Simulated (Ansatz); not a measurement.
**Te2Mo (P-6m2): single point**

What energy and properties does Te2Mo (P-6m2) have at the given structure? Wanted for Te2Mo (P-6m2): a single point.

Program: the Python package of Ansatz 0.2.0. Level of theory: DFT PBEsol, plane waves, PAW. These are calculated values, not measurements.

## (1) The system

It takes space group P-6m2 (No. 187, hexagonal). Conventional cell: a = 3.562 Å, b = 3.562 Å, c = 31.563 Å, α = 90.00°, β = 90.00°, γ = 120.00°. Te (site symmetry 3m) has 3 Mo at 2.73 Å as nearest neighbours. Mo (site symmetry 3m) has 6 Te at 2.73 Å as nearest neighbours. Mo (site symmetry -6m2) has 6 Te at 2.73 Å as nearest neighbours.

No structure file is read: the coordinates are typed or built in the script.

## (2) Script

run_scf.py reads:

```python
'''Single point of Te2Mo.'''

from collections import Counter
from collections import defaultdict
from pathlib import Path
import json

import ansatz as az
import numpy as np


def main() -> None:
    te2mo = (
        az.Lattice.from_parameters(3.56241854, 3.56241854, 31.56326574, alpha=90, beta=90, gamma=120)
        .space_group(187)
        .atom('Te', (0.0, 0.0, 0.94323792))
        .atom('Te', (1 / 3, 2 / 3, 0.71101378))
        .atom('Te', (1 / 3, 2 / 3, 0.17559575))
        .atom('Mo', (0.0, 0.0, 0.76769399))
        .atom('Mo', (1 / 3, 2 / 3, 0.0))
    )

    # the calculation
    setup = (
        te2mo.calculation()
        .functional(az.Functional.PBESOL)
        .kpoints(mesh=(9, 9, 1), center='monkhorst-pack')
        .occupations(az.OccupationsMethod.FERMI_DIRAC, width=150 * az.meV)
        .scf(extra_bands=12)
        .density_of_states(energy_step=0.05, method='smearing', broadening_width=0.15, projected=True)
        .potential_components()
    )
    res = setup.run(events_out='events.ndjson')
    data = res.report
    with open('events.ndjson') as stream:
        kinds = Counter(json.loads(line)['event'] for line in stream)
    print('events:', {kind: kinds[kind] for kind in ('scf_iter', 'scf_done', 'notice', 'finished')})

    print(f'free energy      {data["free_energy_ev"]:.5f} eV')
    print(f'per atom         {data["free_energy_ev"] / len(res.lattice.sites):.5f} eV')
    print(f'SCF iterations   {data["n_iterations"]}  (converged: {data["converged"]})')

    dos = res.density_of_states()
    energy = np.asarray(dos.energies_ev) - dos.fermi_ev
    projected = res.projected_density_of_states()
    by_shell = defaultdict(float)
    for site in projected.sites:
        for shell in site.shells:
            for part in shell.curves:
                by_shell[f'{site.species} {"spdf"[shell.l]}'] += np.sum(part.g_bin_mean_per_ev, axis=0)
    print('E - E_F  ' + ' '.join(f'{name:>7s}' for name in by_shell))
    for e in np.arange(-5, 5 + 0.1, 1.0):
        print(f'{e:7.1f}  ' + ' '.join(f'{np.interp(e, energy, curve):7.3f}' for curve in by_shell.values()))

    folder = Path(res.write_results('parts'))
    text = (folder / 'v_comp_z.tsv').read_text().splitlines()
    rows = np.array([line.split() for line in text if not line.startswith('#')], dtype=float)
    print(text[0])
    print(np.array2string(rows[:: max(len(rows) // 12, 1)], precision=3, suppress_small=True))

    print('doubts on the final state:', data['published_state_doubts'] or 'none')
    print('warnings:', sorted({n['data']['kind'] for n in res.notices if n['data'].get('severity') in ('warning', 'doubt')}) or 'none')

    keep = ['free_energy_ev', 'energy_sigma0_ev', 'fermi_energy_ev', 'n_iterations', 'converged', 'magnetization_mub', 'n_kpoints']
    with open('te2mo.json', 'w') as handle:
        json.dump({key: data[key] for key in keep}, handle, indent=1)


if __name__ == '__main__':
    main()
```

## (3) Launch

On the command line:

```bash
$ python run_scf.py
```

What it wrote:

```text
DeckWarning: basis.ecutwfc = 420 eV, auto-derived from the records' recommended cutoffs: set by Te (normal level)
RunWarning: The output density's exchange-correlation potential varies sharply where the density is thin. Do not read a vacuum level from v_tot or v_xc, or from such a field of the output density. On a cell that repeats whose density bears no net charge and no dipole along the vacuum's [...]
events: {'scf_iter': 9, 'scf_done': 1, 'notice': 3, 'finished': 1}
free energy      -56103.88002 eV
per atom         -6233.76445 eV
SCF iterations   9  (converged: True)
E - E_F     Te s    Te p    Te d    Mo s    Mo p    Mo d
   -5.0    0.243   6.947   0.004   0.272   0.042   2.587
   -4.0    0.605   4.683   0.003   0.414   0.037   1.680
   -3.0    0.176   5.732   0.006   0.059   0.024   3.976
   -2.0    0.454  10.207   0.007   0.115   0.058   6.677
   -1.0    0.126   4.102   0.004   0.072   0.019   6.067
    0.0    0.000   0.000   0.000   0.000   0.000   0.000
    1.0    0.124   2.846   0.003   0.253   0.006   8.218
    2.0    0.299   3.920   0.003   0.032   0.004   3.337
    3.0    0.277   4.811   0.003   0.039   0.000   3.508
    4.0    0.000   0.000   0.000   0.000   0.000   0.000
    5.0    0.000   0.000   0.000   0.000   0.000   0.000
# z_ang	v_loc[eV]	v_h[eV]	v_xc_of_output_density[eV]	v_h_of_output_density[eV]
[[    0.    -1290.189  1282.45    -12.819  1282.45 ]
 [    2.63  -1046.567  1051.489    -8.885  1051.488]
 [    5.261  -777.96    782.937   -11.598   782.937]
 [    7.891  -298.784   297.235   -11.872   297.234]
 [   10.521   621.886  -612.081    -5.961  -612.081]
 [   13.151  1368.904 -1357.806    -0.795 -1357.806]
 [   15.782  1617.91  -1606.811    -0.136 -1606.811]
 [   18.412  1368.904 -1357.806    -0.795 -1357.806]
 [   21.042   621.886  -612.081    -5.961  -612.081]
 [   23.672  -298.784   297.235   -11.872   297.234]
 [   26.303  -777.96    782.937   -11.598   782.937]
 [   28.933 -1046.567  1051.489    -8.885  1051.488]]
doubts on the final state: none
warnings: ['xc_potential_rough_in_thin_density']
```

(Warnings from the package without file and line, shortened.)

Run time: 45 s. Hardware: 1 thread of Arm Neoverse V2, shared host; peak memory 0.77 GiB.

File te2mo.json afterwards:

```json
{
 "free_energy_ev": -56103.88001953217,
 "energy_sigma0_ev": -56103.856803527444,
 "fermi_energy_ev": 6.6375435382591945,
 "n_iterations": 9,
 "converged": true,
 "magnetization_mub": 0.0,
 "n_kpoints": 12
}
```

Lines on the test bed's own set-up are left out of the output.

## (4) What the engine kept of the run

The report of the run holds:

```tsv
item	value
SCF cycles in all	9
k-points solved	12
plane waves	6699
bands	81
valence electrons	138
free energy (eV)	-56103.88002
Fermi level (eV)	6.638
lowest empty less highest filled level on the mesh, by band count (eV)	1.002
```

## (5) The density of states that the run wrote

From dos.tsv among the run's results, states per cell in windows of 2 eV from the Fermi level (on a coarse mesh the curve is spiky, and it ends where the bands solved end):

```tsv
from	to	states
-10	-8	0.00
-8	-6	0.02
-6	-4	10.76
-4	-2	17.62
-2	0	13.61
0	2	14.96
2	4	9.04
```

## (6) The same input on the command line

Run from a file, the same calculation prints its log.

input.yaml reads:

```yaml
crystal:
  lattice: { a: 3.56241854, b: 3.56241854, c: 31.56326574, alpha: 90.0, beta: 90.0, gamma: 120.0 }
  space_group: 187
  atoms:
    - { symbol: Te, position: [0.0, 0.0, 0.94323792] }
    - { symbol: Te, position: [0.3333333333333, 0.6666666666667, 0.71101378] }
    - { symbol: Te, position: [0.3333333333333, 0.6666666666667, 0.17559575] }
    - { symbol: Mo, position: [0.0, 0.0, 0.76769399] }
    - { symbol: Mo, position: [0.3333333333333, 0.6666666666667, 0.0] }
kpoints:
  mp_grid: { grid: [9, 9, 1], shift: [0.0, 0.0, 0.0] }
hamiltonian:
  xc: pbesol
scf:
  n_extra_bands: 12
  occupations: { method: fermi_dirac, width: 0.15 }
output:
  write_potential_components: true
  dos: { de: 0.05, method: { smearing: { sigma: 0.15 } }, projected: true }
```

On the command line:

```bash
$ ansatz run input.yaml --threads 1 --pin off --max-ram 3072MiB --backend cpu --events-out ev --progress --plain --runs-dir out
```

What it wrote, shortened:

```text
Warning: RAYON_NUM_THREADS=1 ignored (pool sized by the plan → 1); use --threads N
crystal.space_group: 187 is read as P-6m2: the typed cell holds Te6Mo3 (Te 2g, 2 × Te 2h, Mo 2g, Mo 1c). Least distances (Å): Te–Te 3.562, Te–Mo 2.726, Mo–Mo 3.562
[...]
scf.n_extra_bands = 12 over 69 filled bands (N_el = 138.0): the run solves 81 bands
[...]
Pseudopotentials: kind: paw
Pseudopotential: Te, paw, valence charge 16, recommended cutoff 420 eV (normal), Te.paw.azcp
Pseudopotential: Mo, paw, valence charge 14, recommended cutoff 420 eV (normal), Mo.paw.azcp
Functional definition: PBEsol
[...]
Crystal: 9 atoms, lattice volume = 346.899 Å³
Basis set: ecut = 420 eV, 6699 PW (Γ)
Bands: 81, of which v1, the nominal top of the filled ones, is band 69 counted from 1 (68 counted from 0)
Symmetry: 12 space group operations
Space group: P-6m2 (ITA 187), of the structure as read, at distance tolerance 7.0e-5 Å
k-points: 12 of 81 (time reversal used)
[...]
SCF iter   1: F=—  HF=-56103.878862 eV  |F-HF|=—  |Δ(HF+E_count)|=         —  Δρ=4.30e-3  dr2=9.75e-2  ethr=1.77e-3  ⟨swp⟩=8.1  Hψ=3752  notcnv=0
[...]
SCF iter   9: F=-56103.880020 eV  HF=-56103.880019 eV  |F-HF|=4.69e-8  |Δ(HF+E_count)|=   3.94e-7  Δρ=3.73e-6  dr2=3.85e-8  ethr=7.25e-11  ⟨swp⟩=4.4  Hψ=3326  notcnv=0
[...]
WARN: The output density's exchange-correlation potential varies sharply where the density is thin. Do not read a vacuum level from v_tot or v_xc, or from such a field of the output density. On a cell that repeats whose density bears no net charge and no dipole along the vacuum's axis use [...]
SCF converged after 9 iterations
Free energy (F): -56103.880020 eV
[...]
E sigma→0 (E₀):  -56103.856804 eV
Entropy (-TS):   -0.046432 eV (-5.159 meV/atom)
Fermi energy:    6.637544 eV
[...]
--- Band table (eV; the first three rows and the last of 12) ---
[...]
```

Wall time 45 s (1 thread of Arm Neoverse V2, shared host); peak memory 0.69 GiB.

Script and command line differ by 0.000 meV in the energy.

## (7) Results

```
   quantity                                value
free energy  -56103.8800 eV (-6233.7644 eV/atom)
```

What this shows: The run converged in 9 cycles. The run is spin-unpolarised. Along an axis with an odd division the mesh misses the point at one half; a gap read on a finite mesh is an upper bound on this functional's gap. The cell holds layers, chains or clusters in vacuum, no bulk phase. Projections exist only for the shells that the potentials hold, some of them semicore, and samples at single energies can miss narrow peaks. An opening on this mesh may only mean that it misses a point where bands touch. The crystal has a gap of about 1.00 eV on the mesh; any density of states at or just above the Fermi level is the tail of the broadening. This cell is a computed structure, which may not be the phase found in nature. The computed bands are complete only to about 2.7 eV above the Fermi level; beyond that the density of states is undercounted.
